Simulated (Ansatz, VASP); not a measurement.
# GaP: VASP beside Ansatz

Aim: how closely do two programs agree when they are given the same cell, functional and k mesh? The cell is a member of a volume series, scaled by 0.985 from a relaxed one, so a pressure remains. Other levels of theory on this material are compared in a session of their own.

Main program and level: Ansatz 0.2.0; plane waves, with VASP 6.6.1 beside it; single point at PBE and single point at PBEsol with D3(BJ).

## Step 1: Set-up

The structure is cubic, space group F-43m (No. 216). Conventional cell: a = 5.476 Å, b = 5.476 Å, c = 5.476 Å, α = 90.00°, β = 90.00°, γ = 90.00°. Ga has 4 P at 2.37 Å nearest. P has 4 Ga at 2.37 Å nearest. Farther neighbours are not listed.

## Step 2: VASP: single point, PBE, volume scaled by 0.985

A single point gives forces, pressure and levels at one fixed geometry, so differences don't come from the geometry; what else differs is listed under the comparison.

Lines of VASP's logs that name or quote its potential files are left out, and so is its time.

The input asks for a relaxation, which ended at its first step since no free force or stress exceeded the threshold; so it serves as a single point.

INCAR reads:

```
SYSTEM = GaP
PREC = Accurate
ENCUT = 450
EDIFF = 1E-06
NELM = 100
ISMEAR = 0
SIGMA = 0.03
LREAL = .FALSE.
ALGO = Normal
GGA = PE
NBANDS = 15
LORBIT = 11
LWAVE = .FALSE.
LCHARG = .FALSE.
KPAR = 2
IBRION = 2
NSW = 30
ISIF = 4
EDIFFG = -0.01
```

POSCAR reads:

```
GaP
1.0
    0.0000000000      2.7379430331      2.7379430331
    2.7379430331      0.0000000000      2.7379430331
    2.7379430331      2.7379430331      0.0000000000
Ga P
1 1
Direct
    0.0000000000      0.0000000000      0.0000000000
    0.7500000000      0.7500000000      0.7500000000
```

KPOINTS reads:

```
Automatic mesh
0
Gamma
8 8 8
0 0 0
```

Potentials, in the order of the species: Ga_d and P (PBE family, release 64).

Launch:

```sh
$ mpirun -np 2 vasp_std
```

Numbers of over 12 decimals in the logs are rounded to 6 here.

The program printed:

```text
[banner, memory and clock lines left out]
running    2 mpi-ranks, on    1 nodes
 distrk:  each k-point on    1 cores,    2 groups
 distr:  one band on    1 cores,    1 groups

 POSCAR found type information on POSCAR GaP
 POSCAR found :  2 types and       2 ions
 LDA part: xc-table for (Slater+PW92), standard interpolation
 POSCAR, INCAR and KPOINTS ok, starting setup
 FFT: planning ... GRIDC
 FFT: planning ... GRID_SOFT
 FFT: planning ... GRID
 WAVECAR not read
 entering main loop
       N       E                     dE             d eps       ncg     rms          rms(c)
DAV:   1     0.751908984978E+02    0.75191E+02   -0.84450E+03   886   0.161E+03
DAV:   2    -0.365930919908E+01   -0.78850E+02   -0.75730E+02   982   0.294E+02
DAV:   3    -0.929563201317E+01   -0.56363E+01   -0.56195E+01  1052   0.652E+01
DAV:   4    -0.938585884999E+01   -0.90227E-01   -0.90193E-01  1120   0.913E+00
DAV:   5    -0.938758815201E+01   -0.17293E-02   -0.17293E-02  1067   0.107E+00    0.419E+00
DAV:   6    -0.914467112454E+01    0.24292E+00   -0.39971E-01  1347   0.109E+01    0.275E+00
DAV:   7    -0.911895669709E+01    0.25714E-01   -0.96340E-02  1147   0.215E+00    0.111E+00
DAV:   8    -0.911923483902E+01   -0.27814E-03   -0.13727E-02  1067   0.151E+00    0.171E-01
DAV:   9    -0.911961549356E+01   -0.38065E-03   -0.14014E-03  1126   0.561E-01    0.847E-02
DAV:  10    -0.911968602598E+01   -0.70532E-04   -0.11255E-04  1347   0.112E-01    0.411E-02
DAV:  11    -0.911975826475E+01   -0.72239E-04   -0.10243E-04   968   0.899E-02    0.511E-03
DAV:  12    -0.911975786572E+01    0.39902E-06   -0.31573E-06  1093   0.248E-02
   1 F= -.91197579E+01 E0= -.91197579E+01  d E =-.911976E+01
 curvature:   0.00 expect dE= 0.000E+00 dE for cont linesearch  0.000E+00
 trial: gam= 0.00000 g(F)=  0.144E-44 g(S)=  0.745E-33 ort = 0.000E+00 (trialstep = 0.100E+01)
 search vector abs. value=  0.100E-09
 reached required accuracy - stopping structural energy minimisation
```

OUTCAR, selected parts (step 2):

```text
ion  position               nearest neighbor table
   1  0.000  0.000  0.000-   2 2.37   2 2.37   2 2.37   2 2.37
   2  0.750  0.750  0.750-   1 2.37   1 2.37   1 2.37   1 2.37

  LATTYP: Found a face centered cubic cell.
 ALAT       =     5.4758860662

 Subroutine GETGRP returns: Found 24 space group operations
 (whereof 24 operations were pure point group operations)

The static configuration has the point symmetry T_d .

 Found     29 irreducible k-points:

   k-points           NKPTS =     29   k-points in BZ     NKDIM =     29   number of bands    NBANDS=     15

   dimension x,y,z NGX =    28 NGY =   28 NGZ =   28
   dimension x,y,z NGXF=    56 NGYF=   56 NGZF=   56

   ENCUT  =  450.0 eV  33.07 Ry    5.75 a.u.   6.70  6.70  6.70*2*pi/ulx,y,z

   NELECT =      18.0000    total number of electrons

 k-points in reciprocal lattice and weights: Automatic mesh
   0.00000000  0.00000000  0.00000000       0.002
   0.12500000  0.00000000  0.00000000       0.016
   0.25000000  0.00000000  0.00000000       0.016
   0.37500000  0.00000000  0.00000000       0.016
   0.50000000  0.00000000  0.00000000       0.008
   0.12500000  0.12500000  0.00000000       0.012
   0.25000000  0.12500000  0.00000000       0.047
   0.37500000  0.12500000  0.00000000       0.047
   0.50000000  0.12500000  0.00000000       0.047
[...]
-0.37500000  0.50000000  0.12500000       0.023
  -0.25000000  0.50000000  0.25000000       0.012

 average (electrostatic) potential at core
       1 -65.5113       2 -83.5375

 E-fermi :   4.6735

 k-point     1 :       0.0000    0.0000    0.0000
  band No.  band energies     occupation
    ...
      5      -9.9236      2.00000
      6      -7.8781      2.00000
      7       4.5115      2.00000
      8       4.5115      2.00000
      9       4.5115      2.00000
     10       6.2200      0.00000
     11       8.4008      0.00000
     12       8.4008      0.00000
     13       8.4008      0.00000
     14      13.2564      0.00000
    ...

 k-point     2 :       0.1250    0.0000    0.0000
  band No.  band energies     occupation
    ...
      5      -9.9237      2.00000
      6      -7.6795      2.00000
      7       2.8843      2.00000
      8       4.2869      2.00000
      9       4.2869      2.00000
     10       6.8819      0.00000
     11       8.7445      0.00000
     12       8.7445      0.00000
     13       8.9502      0.00000
     14      13.6635      0.00000
    ...

 k-point     3 :       0.2500    0.0000    0.0000
  band No.  band energies     occupation
    ...
      5      -9.9224      2.00000
      6      -7.1166      2.00000
      7       0.6659      2.00000
      8       3.8622      2.00000
      9       3.8622      2.00000
     10       6.6164      0.00000
     11       9.2469      0.00000
     12       9.2469      0.00000
     13      10.7907      0.00000
     14      13.4803      0.00000
    ...

  Total        0.2992303      0.2992303      0.2992303      0.0000000      0.0000000     -0.0000000
  in kB       11.6791939     11.6791939     11.6791939      0.0000000      0.0000000     -0.0000000
  external PRESSURE =      11.6791939 kB  Pullay stress =       0.0000000 kB

  energy-cutoff  :      450.00
  volume of cell :       41.05
      direct lattice vectors                 reciprocal lattice vectors
     0.000000000  2.737943033  2.737943033    -0.182618847  0.182618847  0.182618847
     2.737943033  0.000000000  2.737943033     0.182618847 -0.182618847  0.182618847
     2.737943033  2.737943033  0.000000000     0.182618847  0.182618847 -0.182618847

 POSITION                                       TOTAL-FORCE (eV/Angst)
 -----------------------------------------------------------------------------------
      0.00000      0.00000      0.00000         0.000000      0.000000      0.000000
      4.10691      4.10691      4.10691        -0.000000     -0.000000     -0.000000
 -----------------------------------------------------------------------------------
    total drift:                               -0.000003     -0.000003     -0.000003

  FREE ENERGIE OF THE ION-ELECTRON SYSTEM (eV)
  ---------------------------------------------------
  free  energy   TOTEN  =        -9.1197578657 eV

  energy  without entropy=       -9.1197578657  energy(sigma->0) =       -9.11975787

 reached required accuracy - stopping structural energy minimisation

 total charge
# of ion       s       p       d       tot
------------------------------------------
    1        0.861   0.834  10.009  11.704
    2        1.022   1.516   0.000   2.538
--------------------------------------------------
tot          1.882   2.350  10.009  14.242

[... 3 further parts left out ...]
```

CONTCAR:

```
GaP
   1.00000000000000
     0.0000000000000000    2.7379430331000001    2.7379430331000001
     2.7379430331000001    0.0000000000000000    2.7379430331000001
     2.7379430331000001    2.7379430331000001    0.0000000000000000
  Ga              P
     1     1
Direct
     0.0000000000000000    0.0000000000000000    0.0000000000000000
     0.7500000000000000    0.7500000000000000    0.7500000000000000
```

## Step 3: Ansatz: single point, PBE, volume scaled by 0.985

Ansatz runs on its default PAW (the set named soft_2) files.

The same cell, functional, mesh and smearing now go to Ansatz, which takes its cutoff from its data sets.

input.yaml reads:

```yaml
crystal:
  lattice:
    - [0.0, 2.73794303, 2.73794303]
    - [2.73794303, 0.0, 2.73794303]
    - [2.73794303, 2.73794303, 0.0]
  atoms:
    - { symbol: Ga, position: [0.0, 0.0, 0.0] }
    - { symbol: P, position: [0.75, 0.75, 0.75] }
hamiltonian:
  xc: pbe
  pseudopotentials: { kind: paw }
kpoints:
  mp_grid: { grid: [8, 8, 8] }
scf:
  occupations: { method: gaussian, width: 0.03 }
  n_extra_bands: 4
output:
  forces: true
  stress: true
  eigenvalues: true
```

Launch:

```sh
$ ansatz run input.yaml --threads 2 --pin off --max-ram 4608MiB --backend cpu --events-out ev --progress --plain --runs-dir out
```

The program printed:

```text
scf.n_extra_bands = 4 over 9 filled bands (N_el = 18.0): the run solves 13 bands
Engine: ansatz 0.2.0, aarch64-unknown-linux-gnu
Pseudopotentials: kind: paw
Pseudopotential: Ga, paw, valence charge 13, recommended cutoff 420 eV (normal), Ga.paw.azcp
Pseudopotential: P, paw, valence charge 5, recommended cutoff 420 eV (normal), P.paw.azcp
Functional definition: PBE
  parameter kappa = 0.804
  parameter beta = 0.066725
  exchange = pbe_x(kappa = kappa, mu = beta*pi^2/3)
  correlation = pbe_c(beta = beta)
Crystal: 2 atoms, lattice volume = 41.049 Å³
Basis set: ecut = 420 eV, 821 PW (Γ), exchange–correlation on 54×54×54 points (8 copies of the dense FFT grid, shifted against one another)
Bands: 13, of which v1, the nominal top of the filled ones, is band 9 counted from 1 (8 counted from 0)
Symmetry: 24 space group operations
Space group: F-43m (ITA 216), of the structure as read, at distance tolerance 3.4e-5 Å
k-points: 29 of 512 (time reversal used)
Non-local potential: Ga, projectors of the file, l = 0: 2, l = 1: 2, l = 2: 3, l = 3: 1
Non-local potential: P, projectors of the file, l = 0: 2, l = 1: 2, l = 2: 2
PAW form: soft (Blöchl's): semilocal exchange-correlation on the pseudo side does not see the compensation charge
PAW one-centre angular grid: Ga, 590 points (default); XC on 64 Gauss nodes
PAW one-centre angular grid: P, 110 points (default); XC on 64 Gauss nodes
Initial density: superposition of atomic densities (neutral atoms: chi_scale 0, normalization atom), corrected by the library's trained network
Initial wavefunctions: pseudopotential atomic-orbital guess
Functional: x = pbe(κ = 0.804, μ = 0.219515), c = pbe(β = 0.066725)
SCF iter   1: F=—  HF=-4539.555627 eV  |F-HF|=—  |Δ(HF+E_count)|=         —  Δρ=1.57e-3  dr2=1.38e-3  ethr=1.77e-3  ⟨swp⟩=6.4  Hψ=2547  notcnv=0
preconditioner: auto → none  [insulator: Δε(μ)=1.622 eV  Ē_g=15.453 eV  σ=0.030 eV  W_gap=1.00  n_scr=14 (ndim 8)  ℏωp=24.6 eV  f_vac=0.013  D(μ)=0.00/eV (n_scr^D=0)  ε∞_Penn≈3.5]
SCF iter   2: F=—  HF=-4539.554778 eV  |F-HF|=—  |Δ(HF+E_count)|=   8.49e-4  Δρ=1.24e-3  dr2=4.44e-4  ethr=7.66e-6  ⟨swp⟩=2.3  Hψ=989  notcnv=0
SCF iter   3: F=—  HF=-4539.554592 eV  |F-HF|=—  |Δ(HF+E_count)|=   1.85e-4  Δρ=3.95e-4  dr2=5.41e-5  ethr=2.47e-6  ⟨swp⟩=2.0  Hψ=607  notcnv=0
SCF iter   4: F=—  HF=-4539.554637 eV  |F-HF|=—  |Δ(HF+E_count)|=   4.47e-5  Δρ=1.16e-4  dr2=3.88e-6  ethr=3.00e-7  ⟨swp⟩=2.0  Hψ=630  notcnv=0
SCF iter   5: F=—  HF=-4539.554639 eV  |F-HF|=—  |Δ(HF+E_count)|=   1.45e-6  Δρ=3.21e-5  dr2=4.18e-7  ethr=2.16e-8  ⟨swp⟩=2.0  Hψ=637  notcnv=0
SCF iter   6: F=-4539.554639 eV  HF=-4539.554639 eV  |F-HF|=2.68e-8  |Δ(HF+E_count)|=   4.37e-7  Δρ=9.53e-6  dr2=2.33e-8  ethr=5.56e-10  ⟨swp⟩=7.0  Hψ=2022  notcnv=0
SCF 1 converged in 6 iterations: F = -4539.554639 eV  dr2 = 2.33e-8
  greatest PAW one-centre occupation: 0.994 electrons in one spin orbital (limit 2), on the Ga atom at site 0 (counted from 0), in its partial waves of l = 2
SCF converged after 6 iterations
Free energy (F): -4539.554639 eV
Harris-Foulkes:  -4539.554639 eV  (|F-HF|=2.68e-8)
Internal energy: -4539.554639 eV  (E = F + TS)
E sigma→0 (E₀):  -4539.554639 eV
Fermi energy:    7.726559 eV
--- Per-component energies (eV) ---
  E_band       = -60.780160
  E_kinetic    = 185.879354
  E_local      = -2209.792233  (includes V_loc(G=0)·N_el)
  E_nonlocal   = 458.831213
  E_hartree    = 1021.103012
  E_xc         = -130.563682
  E_vxc        = -118.744126  (∫ρ·V_xc dr)
  E_paw        = -2558.452646  (= ΣΔE_a)
  E_vpaw       = -419.154227  (= ΣTr[D̂ρ^β])
  E_aug_tail   = -0.000098  (compensation charges beyond the density's cutoff)
  E_ewald      = -1306.559557
  E_smearing   = -0.000000  (= −TS)
  E_closure    = 0.000000  (closes the sum)
  Σ components = -4539.554639   (vs F -4539.554639, Δ=0.00e0)
--- Forces (eV/Å), atoms counted from 1 ---
  atom   1  Ga    -0.00000000     0.00000000    -0.00000000
  atom   2  P      0.00000000    -0.00000000    -0.00000000
  max |Σ_I F_I| component: 1.30e-16 eV/Å
--- Stress (GPa, compression-positive) ---
        1.315510       0.000000       0.000000
        0.000000       1.315510       0.000000
       -0.000000       0.000000       1.315510
  P = ⅓ Tr σ = 1.3155 GPa (13.155 kbar)
--- Band table (eV; the first three rows and the last of 29) ---
  k-point 0: bands = [... 5 lower, -5.4773, 6.9108, 6.9108, 6.9108, 8.6242, 10.7995, 10.7995, 10.7995]
  k-point 1: bands = [... 5 lower, -5.2786, 5.2851, 6.6862, 6.6862, 9.2854, 11.1424, 11.1424, 11.3474]
  k-point 2: bands = [... 5 lower, -4.7158, 3.0666, 6.2615, 6.2615, 9.0198, 11.6434, 11.6434, 13.1865]
  k-point 28: bands = [... 5 lower, -2.4887, 0.4229, 3.4017, 3.5579, 11.6090, 11.7126, 12.9722, 13.0581]
```

The job ended after 0.8 s (2 threads of Arm Neoverse V2, shared host; peak memory 0.29 GiB; 1.5 s of CPU time).

The run ends at a pressure of 1.32 GPa.

## Step 4: Side by side

Known differences besides the potentials themselves: the cutoff is 420 eV in Ansatz and 450 eV in VASP; VASP leaves aspherical gradient terms in its spheres out (LASPH is not set), Ansatz keeps them. Total energies have different zeros and are not compared.

Both answers:

```
              quantity  Ansatz   VASP  difference
        pressure (GPa)    1.32   1.17       +0.15
gap on the k mesh (eV)   1.632  1.627      +0.005
```

A gap on the mesh is an upper bound, since the band edges may lie between its points. Ansatz's pressure holds a Pulay correction of 0.04 GPa; VASP's holds none.

(Part 1 of 2 ends here.)

[Lines on the potential files, build, host, timing and source positions are cut from VASP's logs without a mark.]

[Logs are printed without paths, hosts, clocks, repeated set-up lines and the standing remarks that a program may print on its own settings, such as how far it seeks lower states.]

[Hosts, paths, dates, database ids (printed as entryN), source tags and the programs' standing remarks are cut or masked in the printed files.]
